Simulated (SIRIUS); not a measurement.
# Hf (Pm-3m) in SIRIUS: a series of runs

One crystal, Hf, is run at these levels: PBE; tasks: equation of state.

Program: SIRIUS 7.12.0. These are calculated values, not measurements. Logs are shortened: lines on timing, memory, paths and dates and some standing lists are left out, and cuts for length are marked. The log counts tension as positive stress, the text compression.

## Step 1: Starting point

It takes space group Pm-3m (No. 221, cubic). Conventional cell: a = 2.914 Å, b = 2.914 Å, c = 2.914 Å, α = 90.00°, β = 90.00°, γ = 90.00°. Around Hf (site symmetry m-3m) lie 6 Hf at 2.91 Å.

The cell was built by a generator and needn't be a form met in nature.

## Step 2: Equation of state, PBE, 23.25 Å³/atom (volume scaled by 0.94)

sirius.json

```json
{
  "control": {
    "processing_unit": "cpu",
    "std_evp_solver_name": "lapack",
    "gen_evp_solver_name": "lapack",
    "verbosity": 2,
    "print_forces": false,
    "ortho_rf": true,
    "use_second_variation": true,
    "rmt_max": 3.0,
    "num_bands_to_print": 21,
    "save_wf": true
  },
  "parameters": {
    "electronic_structure_method": "full_potential_lapwlo",
    "xc_functionals": ["XC_GGA_X_PBE", "XC_GGA_C_PBE"],
    "core_relativity": "dirac",
    "valence_relativity": "iora",
    "num_fv_states": 21,
    "smearing": "fermi_dirac",
    "smearing_width": 0.0018374661,
    "pw_cutoff": 20,
    "gk_cutoff": 3.47,
    "lmax_apw": 11,
    "lmax_rho": 8,
    "lmax_pot": 8,
    "num_mag_dims": 0,
    "auto_rmt": 0,
    "ngridk": [9, 9, 9],
    "shiftk": [0, 0, 0],
    "num_dft_iter": 80,
    "energy_tol": 1e-07,
    "density_tol": 1e-05,
    "use_symmetry": true
  },
  "settings": {"tol_ne": 1e-10},
  "iterative_solver": {"type": "exact"},
  "mixer": {"type": "anderson", "beta": 0.5, "max_history": 8},
  "unit_cell": {
    "lattice_vectors": [[5.3938978108, 0.0, 0.0], [0.0, 5.3938978108, 0.0], [0.0, 0.0, 5.3938978108]],
    "atom_types": ["Hf"],
    "atom_files": {"Hf": "Hf.json"},
    "atoms": {"Hf": [[0.5, 0.5, 0.5]]}
  }
}
```

Hf.json

```json
{
  "name": "hafnium",
  "symbol": "Hf",
  "number": 72,
  "mass": 178.49,
  "rmin": 1e-06,
  "rmt": 2.65,
  "nrmt": 800,
  "rinf": 17.22,
  "core": "1s2s2p3s3p3d4s4p4d",
  "valence": [
    {"basis": [{"enu": 0.11, "dme": 0, "n": 0, "auto": 0}, {"enu": 0.11, "dme": 1, "n": 0, "auto": 0}]},
    {"l": 0, "n": 1, "basis": [{"enu": 0.21, "dme": 0, "n": 0, "auto": 0}]},
    {"l": 1, "n": 2, "basis": [{"enu": 0.21, "dme": 0, "n": 0, "auto": 0}]},
    {"l": 2, "n": 3, "basis": [{"enu": 0.21, "dme": 0, "n": 0, "auto": 0}]},
    {"l": 3, "n": 4, "basis": [{"enu": 0.21, "dme": 0, "n": 0, "auto": 0}]},
    {"l": 4, "n": 5, "basis": [{"enu": 0.21, "dme": 0, "n": 0, "auto": 0}]}
  ],
  "lo": [
    {"l": 0, "basis": [{"enu": 0.21, "dme": 0, "n": 0, "auto": 0}, {"enu": 0.21, "dme": 1, "n": 0, "auto": 0}]},
    {
      "l": 0,
      "basis": [{"enu": -2.1407, "dme": 0, "n": 5, "auto": 1}, {"enu": -2.1407, "dme": 1, "n": 5, "auto": 1}]
    },
    {
      "l": 0,
      "basis": [{"enu": -2.1407, "dme": 1, "n": 5, "auto": 1}, {"enu": 0.21, "dme": 0, "n": 0, "auto": 0}]
    },
    {"l": 0, "basis": [{"enu": 0.21, "dme": 0, "n": 0, "auto": 0}, {"enu": 2.4884, "dme": 0, "n": 0, "auto": 0}]},
    {"l": 1, "basis": [{"enu": 0.21, "dme": 0, "n": 0, "auto": 0}, {"enu": 0.21, "dme": 1, "n": 0, "auto": 0}]},
    {
      "l": 1,
      "basis": [{"enu": -0.993, "dme": 0, "n": 5, "auto": 1}, {"enu": -0.993, "dme": 1, "n": 5, "auto": 1}]
    },
    {"l": 1, "basis": [{"enu": -0.993, "dme": 1, "n": 5, "auto": 1}, {"enu": 0.21, "dme": 0, "n": 0, "auto": 0}]},
    {"l": 1, "basis": [{"enu": 0.21, "dme": 0, "n": 0, "auto": 0}, {"enu": 2.8301, "dme": 0, "n": 0, "auto": 0}]},
    {"l": 2, "basis": [{"enu": 0.21, "dme": 0, "n": 0, "auto": 0}, {"enu": 0.21, "dme": 1, "n": 0, "auto": 0}]},
    {"l": 2, "basis": [{"enu": 0.21, "dme": 1, "n": 0, "auto": 0}, {"enu": 0.21, "dme": 2, "n": 0, "auto": 0}]},
    {"l": 2, "basis": [{"enu": 0.21, "dme": 0, "n": 0, "auto": 0}, {"enu": 2.4314, "dme": 0, "n": 0, "auto": 0}]},
    {"l": 3, "basis": [{"enu": 0.21, "dme": 0, "n": 0, "auto": 0}, {"enu": 0.21, "dme": 1, "n": 0, "auto": 0}]},
    {
      "l": 3,
      "basis": [{"enu": -0.3173, "dme": 0, "n": 4, "auto": 1}, {"enu": -0.3173, "dme": 1, "n": 4, "auto": 1}]
    },
    {
      "l": 3,
      "basis": [{"enu": -0.3173, "dme": 1, "n": 4, "auto": 1}, {"enu": 0.21, "dme": 0, "n": 0, "auto": 0}]
    },
    {"l": 3, "basis": [{"enu": 0.21, "dme": 0, "n": 0, "auto": 0}, {"enu": 3.5137, "dme": 0, "n": 0, "auto": 0}]},
    {"l": 4, "basis": [{"enu": 0.21, "dme": 0, "n": 0, "auto": 0}, {"enu": 0.21, "dme": 1, "n": 0, "auto": 0}]},
    {"l": 4, "basis": [{"enu": 0.21, "dme": 0, "n": 0, "auto": 0}, {"enu": 2.9441, "dme": 0, "n": 0, "auto": 0}]}
  ],
  "free_atom": [... radial grid and density of the free atom, the start of the SCF ...]
}
```

sirius_start.json

```json
{
  "control": {
    "processing_unit": "cpu",
    "std_evp_solver_name": "lapack",
    "gen_evp_solver_name": "lapack",
    "verbosity": 1,
    "print_forces": false,
    "ortho_rf": true,
    "use_second_variation": true,
    "rmt_max": 3.0,
    "num_bands_to_print": 21,
    "save_wf": false
  },
  "parameters": {
    "electronic_structure_method": "full_potential_lapwlo",
    "xc_functionals": ["XC_LDA_X", "XC_LDA_C_PW"],
    "core_relativity": "dirac",
    "valence_relativity": "iora",
    "num_fv_states": 21,
    "smearing": "fermi_dirac",
    "smearing_width": 0.0055123983,
    "pw_cutoff": 20,
    "gk_cutoff": 2.78,
    "lmax_apw": 11,
    "lmax_rho": 8,
    "lmax_pot": 8,
    "num_mag_dims": 0,
    "auto_rmt": 0,
    "ngridk": [4, 4, 4],
    "shiftk": [0, 0, 0],
    "num_dft_iter": 30,
    "energy_tol": 0.01,
    "density_tol": 0.05,
    "use_symmetry": true
  },
  "settings": {"tol_ne": 1e-10},
  "iterative_solver": {"type": "exact"},
  "mixer": {"type": "anderson", "beta": 0.5, "max_history": 8},
  "unit_cell": {
    "lattice_vectors": [[5.3938978108, 0.0, 0.0], [0.0, 5.3938978108, 0.0], [0.0, 0.0, 5.3938978108]],
    "atom_types": ["Hf"],
    "atom_files": {"Hf": "Hf.json"},
    "atoms": {"Hf": [[0.5, 0.5, 0.5]]}
  }
}
```

Potentials or basis: all-electron FP-LAPW, apw+lo standard.

Started as:

```
> OMP_NUM_THREADS=1 sirius.scf --input=sirius_start.json --output=start.json
> OMP_NUM_THREADS=1 sirius.scf --input=sirius.json --output=output.json --task=1
```

Log:

```text
[info] SIRIUS version : 7.12.0
[info] number of MPI ranks           : 1
[info] MPI grid                      : 1 1
[info] maximum number of OMP threads : 1
[fft] FFT context for density and potential
[fft] =====================================
[fft]   plane wave cutoff                     : 20
[fft]   grid size                             : 40 40 40   total : 64000
[fft]   grid limits                           : -19 20   -19 20   -19 20
[fft]   number of G-vectors within the cutoff : 21247
[fft]   number of G-shells                    : 596
[fft] FFT context for coarse grid
[fft] =====================================
[fft]   plane wave cutoff                     : 6.94
[fft]   grid size                             : 15 15 15   total : 3375
[fft]   grid limits                           : -7 7   -7 7   -7 7
[fft]   number of G-vectors within the cutoff : 895
[fft]   number of G-shells                    : 40
[unit cell] lattice vectors
[unit cell]   a1 :       5.3938978108      0.0000000000      0.0000000000
[unit cell]   a2 :       0.0000000000      5.3938978108      0.0000000000
[unit cell]   a3 :       0.0000000000      0.0000000000      5.3938978108
[unit cell] reciprocal lattice vectors
[unit cell]   b1 :       1.1648691776      0.0000000000      0.0000000000
[unit cell]   b2 :       0.0000000000      1.1648691776      0.0000000000
[unit cell]   b3 :       0.0000000000      0.0000000000      1.1648691776
[unit cell] unit cell volume :       156.93078350 [a.u.^3]
[unit cell] 1/sqrt(omega)    :         0.07982629
[unit cell] MT volume        :        77.95181491 (49.67%)
[unit cell] IT volume        :        78.97896858 (50.33%)
[unit cell] number of atom types : 1
[unit cell] type id : 0 symbol : Hf mt_radius :   2.650000 num_atoms : 1
[unit cell] total number of atoms : 1
[unit cell] number of symmetry classes : 1
[unit cell] atom id  type id  class id             position                      vector_field
[unit cell] ------------------------------------------------------------------------------------------
[unit cell]      0        0        0      0.50000   0.50000   0.50000      0.00000   0.00000   0.00000
[unit cell] atom id         position (Cartesian, a.u.)
[unit cell] ---------------------------------------------
[unit cell]      0       2.696949    2.696949    2.696949
[unit cell] class id : 0 atom id : 0
[unit cell] minimum bond length:     5.393898
[sym] space group number   : 221
[sym] international symbol : Pm-3m
[sym] Hall symbol          : -P 4 2 3
[sym] space group transformation matrix :
[... 286 lines left out ...]
[generate_radial_functions] {l: 1, n: 5, enu: -0.804005, dme: 1, auto: 1}
[generate_radial_functions] {l: 3, n: 4, enu: -0.119728, dme: 0, auto: 1}
[generate_radial_functions] {l: 3, n: 4, enu: -0.119728, dme: 1, auto: 1}
[generate_radial_functions] {l: 3, n: 4, enu: -0.119728, dme: 1, auto: 1}
[diagonalize] Lowest band energies
[diagonalize] ik:    0   -1.963106   -0.792998   -0.792998   -0.792998   -0.121157   -0.121157   -0.121157   -0.119332   -0.119122   -0.119122   -0.119122    0.054911    0.242348    0.242348    0.553998    0.553998    0.553998    0.790783    0.790783    0.790783    0.959154
[diagonalize] ik:    1   -1.962778   -0.798160   -0.792565   -0.792565   -0.121327   -0.121026   -0.121026   -0.119695   -0.119438   -0.119009   -0.119009    0.067396    0.246034    0.254514    0.529125    0.529125    0.555652    0.735145    0.820700    0.820700    0.982932
[diagonalize] ik:    2   -1.961943   -0.810762   -0.791460   -0.791460   -0.121692   -0.120940   -0.120711   -0.120711   -0.119601   -0.118617   -0.118617    0.099858    0.255875    0.284664    0.482159    0.482159    0.559996    0.661389    0.881123    0.881123    0.887359
[diagonalize] ik:    3   -1.960988   -0.824382   -0.790195   -0.790195   -0.122162   -0.122108   -0.120460   -0.120460   -0.119781   -0.118029   -0.118029    0.141448    0.268080    0.307764    0.441977    0.441977    0.565096    0.635177    0.816268    0.940660    0.940660
[diagonalize] ik:    4   -1.960363   -0.832913   -0.789367   -0.789367   -0.122892   -0.122374   -0.120344   -0.120344   -0.119912   -0.117603   -0.117603    0.176758    0.276767    0.302916    0.419879    0.419879    0.568512    0.667226    0.777847    0.935565    0.982101
[diagonalize] ...
[diagonalize] ik:   30   -1.956576   -0.825328   -0.825194   -0.802029   -0.121694   -0.121687   -0.121104   -0.119676   -0.119623   -0.119023   -0.118600    0.210344    0.315630    0.322697    0.375954    0.565891    0.580692    0.688460    0.691595    0.822237    1.000195
[diagonalize] ik:   31   -1.956869   -0.817501   -0.816280   -0.816280   -0.121098   -0.120663   -0.120607   -0.120607   -0.119713   -0.119713   -0.119323    0.234373    0.300956    0.300956    0.464426    0.464426    0.482280    0.692709    0.848393    0.848393    0.977596
[diagonalize] ik:   32   -1.956266   -0.824691   -0.815964   -0.815191   -0.121383   -0.121209   -0.120520   -0.120422   -0.119755   -0.119221   -0.118997    0.235351    0.279333    0.294834    0.468030    0.482016    0.591667    0.658103    0.742016    0.896090    0.982894
[diagonalize] ik:   33   -1.955666   -0.823566   -0.823438   -0.814491   -0.121518   -0.121118   -0.121114   -0.120189   -0.119281   -0.119241   -0.118745    0.230448    0.273773    0.276784    0.479093    0.587276    0.615336    0.621563    0.725357    0.818839    1.015364
[diagonalize] ik:   34   -1.955070   -0.822460   -0.822280   -0.822280   -0.121778   -0.120869   -0.120844   -0.120844   -0.118876   -0.118876   -0.118798    0.243987    0.252577    0.252577    0.573316    0.596073    0.596073    0.649792    0.749190    0.749190    1.017008
[generate_core_charge_density] atom class : 0
[generate_core_charge_density]   n,l,k : 1 0 1  energy :       -2395.67276773
[generate_core_charge_density]   n,l,k : 2 0 1  energy :        -409.03527277
[generate_core_charge_density]   n,l,k : 2 1 1  energy :        -390.60289631
[generate_core_charge_density]   n,l,k : 2 1 2  energy :        -346.79615012
[generate_core_charge_density]   n,l,k : 3 0 1  energy :         -92.81401185
[generate_core_charge_density]   n,l,k : 3 1 1  energy :         -84.65030773
[generate_core_charge_density]   n,l,k : 3 1 2  energy :         -75.26179677
[generate_core_charge_density]   n,l,k : 3 2 2  energy :         -61.46059287
[generate_core_charge_density]   n,l,k : 3 2 3  energy :         -59.41316666
[generate_core_charge_density]   n,l,k : 4 0 1  energy :         -18.30343429
[generate_core_charge_density]   n,l,k : 4 1 1  energy :         -14.95964526
[generate_core_charge_density]   n,l,k : 4 1 2  energy :         -12.81131644
[generate_core_charge_density]   n,l,k : 4 2 2  energy :          -7.32022967
[generate_core_charge_density]   n,l,k : 4 2 3  energy :          -6.92679460
[find] Total energy                   :  -15097.79585597 (Ha),  -30195.59171195 (Ry)
[find] iteration : 1, RMS (target) : 2.5604e-01 (1.0000e-05) , energy difference (target) : 7.0067e-05 (1.0000e-07)
[find] Total energy                   :  -15097.79589222 (Ha),  -30195.59178445 (Ry)
[... 21 lines left out ...]
[find] valence_eval_sum               :      -9.31810531
[find] core_eval_sum                  :   -9224.32118412
[find] kinetic energy                 :   16889.02109990
[find] enuc                           :  -18818.27758613
[find] <rho|V^{XC}>                   :    -405.43411982
[find] <rho|E^{XC}>                   :    -309.92638360
[find] <mag|B^{XC}>                   :       0.00000000
[find] <rho|V^{H}>                    :  -25717.22626951
[find] smearing (-TS)                 :      -0.00049766
[find] SCF correction                 :       0.00011294
[find] Total energy                   :  -15097.79589165 (Ha),  -30195.59178329 (Ry)
[find] Free energy (E-TS)             :  -15097.79638930 (Ha),  -30195.59277860 (Ry)
[find] band gap (eV)                  :       0.00000000
[find] Efermi                         :       0.30643025
[find] iteration : 8, RMS (target) : 3.5167e-06 (1.0000e-05) , energy difference (target) : 3.8744e-10 (1.0000e-07)
[find] converged after 9 SCF iterations!
[find] Charges and magnetic moments
[find] --------------------------------------------------------------------------------
[find] atom      charge    core leakage
[find] --------------------------------------------------------------------------------
[find]    0   70.233181    1.056699e-06
[find] total core leakage    : 1.05669874e-06
[find] interstitial charge   : 1.766814
[find] total charge          : 71.999996
[find] Energy
[find] --------------------------------------------------------------------------------
[find] valence_eval_sum               :      -9.31810531
[find] core_eval_sum                  :   -9224.32118412
[find] kinetic energy                 :   16889.02109990
[find] enuc                           :  -18818.27758613
[find] <rho|V^{XC}>                   :    -405.43411982
[find] <rho|E^{XC}>                   :    -309.92638360
[find] <mag|B^{XC}>                   :       0.00000000
[find] <rho|V^{H}>                    :  -25717.22626951
[find] smearing (-TS)                 :      -0.00049766
[find] SCF correction                 :       0.00011294
[find] Total energy                   :  -15097.79589165 (Ha),  -30195.59178329 (Ry)
[find] Free energy (E-TS)             :  -15097.79638930 (Ha),  -30195.59277860 (Ry)
[find] band gap (eV)                  :       0.00000000
[find] Efermi                         :       0.30643025
```

It took 38 s on 1 thread of Arm Neoverse V2, shared host; peak memory 0.33 GiB.

What came out:

```
Free energy                                       : -410831.9690 eV
Band gap on the k mesh                            : none (metal or under the smearing width)
All electrons inside the program's atomic spheres : Hf 70.23 (radii Hf 2.65 bohr)
```

## Step 3: Equation of state, PBE, 23.75 Å³/atom (volume scaled by 0.96)

sirius.json: that of step 2 with these lines changed.

```diff
@@ -39,3 +39,3 @@
   "unit_cell": {
-    "lattice_vectors": [[5.3938978108, 0.0, 0.0], [0.0, 5.3938978108, 0.0], [0.0, 0.0, 5.3938978108]],
+    "lattice_vectors": [[5.4318842582, 0.0, 0.0], [0.0, 5.4318842582, 0.0], [0.0, 0.0, 5.4318842582]],
     "atom_types": ["Hf"],
```

Hf.json

```json
{
  "name": "hafnium",
  "symbol": "Hf",
  "number": 72,
  "mass": 178.49,
  "rmin": 1e-06,
  "rmt": 2.65,
  "nrmt": 800,
  "rinf": 17.22,
  "core": "1s2s2p3s3p3d4s4p4d",
  "valence": [
    {"basis": [{"enu": 0.1, "dme": 0, "n": 0, "auto": 0}, {"enu": 0.1, "dme": 1, "n": 0, "auto": 0}]},
    {"l": 0, "n": 1, "basis": [{"enu": 0.2, "dme": 0, "n": 0, "auto": 0}]},
    {"l": 1, "n": 2, "basis": [{"enu": 0.2, "dme": 0, "n": 0, "auto": 0}]},
    {"l": 2, "n": 3, "basis": [{"enu": 0.2, "dme": 0, "n": 0, "auto": 0}]},
    {"l": 3, "n": 4, "basis": [{"enu": 0.2, "dme": 0, "n": 0, "auto": 0}]},
    {"l": 4, "n": 5, "basis": [{"enu": 0.2, "dme": 0, "n": 0, "auto": 0}]}
  ],
  "lo": [
    {"l": 0, "basis": [{"enu": 0.2, "dme": 0, "n": 0, "auto": 0}, {"enu": 0.2, "dme": 1, "n": 0, "auto": 0}]},
    {
      "l": 0,
      "basis": [{"enu": -2.1507, "dme": 0, "n": 5, "auto": 1}, {"enu": -2.1507, "dme": 1, "n": 5, "auto": 1}]
    },
    {"l": 0, "basis": [{"enu": -2.1507, "dme": 1, "n": 5, "auto": 1}, {"enu": 0.2, "dme": 0, "n": 0, "auto": 0}]},
    {"l": 0, "basis": [{"enu": 0.2, "dme": 0, "n": 0, "auto": 0}, {"enu": 2.4784, "dme": 0, "n": 0, "auto": 0}]},
    {"l": 1, "basis": [{"enu": 0.2, "dme": 0, "n": 0, "auto": 0}, {"enu": 0.2, "dme": 1, "n": 0, "auto": 0}]},
    {
      "l": 1,
      "basis": [{"enu": -1.003, "dme": 0, "n": 5, "auto": 1}, {"enu": -1.003, "dme": 1, "n": 5, "auto": 1}]
    },
    {"l": 1, "basis": [{"enu": -1.003, "dme": 1, "n": 5, "auto": 1}, {"enu": 0.2, "dme": 0, "n": 0, "auto": 0}]},
    {"l": 1, "basis": [{"enu": 0.2, "dme": 0, "n": 0, "auto": 0}, {"enu": 2.8201, "dme": 0, "n": 0, "auto": 0}]},
    {"l": 2, "basis": [{"enu": 0.2, "dme": 0, "n": 0, "auto": 0}, {"enu": 0.2, "dme": 1, "n": 0, "auto": 0}]},
    {"l": 2, "basis": [{"enu": 0.2, "dme": 1, "n": 0, "auto": 0}, {"enu": 0.2, "dme": 2, "n": 0, "auto": 0}]},
    {"l": 2, "basis": [{"enu": 0.2, "dme": 0, "n": 0, "auto": 0}, {"enu": 2.4214, "dme": 0, "n": 0, "auto": 0}]},
    {"l": 3, "basis": [{"enu": 0.2, "dme": 0, "n": 0, "auto": 0}, {"enu": 0.2, "dme": 1, "n": 0, "auto": 0}]},
    {
      "l": 3,
      "basis": [{"enu": -0.3273, "dme": 0, "n": 4, "auto": 1}, {"enu": -0.3273, "dme": 1, "n": 4, "auto": 1}]
    },
    {"l": 3, "basis": [{"enu": -0.3273, "dme": 1, "n": 4, "auto": 1}, {"enu": 0.2, "dme": 0, "n": 0, "auto": 0}]},
    {"l": 3, "basis": [{"enu": 0.2, "dme": 0, "n": 0, "auto": 0}, {"enu": 3.5037, "dme": 0, "n": 0, "auto": 0}]},
    {"l": 4, "basis": [{"enu": 0.2, "dme": 0, "n": 0, "auto": 0}, {"enu": 0.2, "dme": 1, "n": 0, "auto": 0}]},
    {"l": 4, "basis": [{"enu": 0.2, "dme": 0, "n": 0, "auto": 0}, {"enu": 2.9341, "dme": 0, "n": 0, "auto": 0}]}
  ],
  "free_atom": [... radial grid and density of the free atom, the start of the SCF ...]
}
```

sirius_start.json: that of step 2 with these lines changed.

```diff
@@ -39,3 +39,3 @@
   "unit_cell": {
-    "lattice_vectors": [[5.3938978108, 0.0, 0.0], [0.0, 5.3938978108, 0.0], [0.0, 0.0, 5.3938978108]],
+    "lattice_vectors": [[5.4318842582, 0.0, 0.0], [0.0, 5.4318842582, 0.0], [0.0, 0.0, 5.4318842582]],
     "atom_types": ["Hf"],
```

Potentials or basis: all-electron FP-LAPW, apw+lo standard.

Started as:

```
> OMP_NUM_THREADS=1 sirius.scf --input=sirius_start.json --output=start.json
> OMP_NUM_THREADS=1 sirius.scf --input=sirius.json --output=output.json --task=1
```

It took 38 s on 1 thread of Arm Neoverse V2, shared host; peak memory 0.34 GiB.

Results (log left out):

| Item | Value |
| --- | --- |
| Free energy | -410831.9818 eV |
| Band gap on the k mesh | none (metal or under the smearing width) |
| All electrons inside the program's atomic spheres | Hf 70.20 (radii Hf 2.65 bohr) |

(Part 1 of 3 ends here.)
